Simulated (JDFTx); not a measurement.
Runs of JDFTx 1.7.0 (patched build) on BP. The structure is cubic, space group F-43m (No. 216). The conventional cell has a = 4.538 Å, b = 4.538 Å, c = 4.538 Å, α = 90.00°, β = 90.00°, γ = 90.00°. P (site symmetry -43m) is surrounded by 4 B at 1.97 Å. B (site symmetry -43m) has 4 P at 1.97 Å as nearest neighbours. 

```tsv
level	potentials or basis	cutoff (eV)	V0 of scaled cells (Å³/atom)	B0 (GPa)
LDA	PseudoDojo-SR-LDA-0.4.1-standard	1034	11.29	175
PBEsol	PseudoDojo-SR-PBEsol-0.4.1-standard	1034	(b)	(a)
r2SCAN	SG15-PBE-1.2	1088	(c)	166
RPBE	PseudoDojo-SR-PBE-0.5-standard	1034	11.82	158
```

Alike in all rows: task equation of state; no spin polarisation; cell as given; k mesh 10 × 10 × 10; smearing fermi-dirac 0.05 eV.

Fill in the values left out.

(a) 169; (b) 11.55; (c) 11.65.

Caveats: the potentials were made for another functional, which shifts forces and pressure (some runs).

Runs at the PBE level aren't shown here.
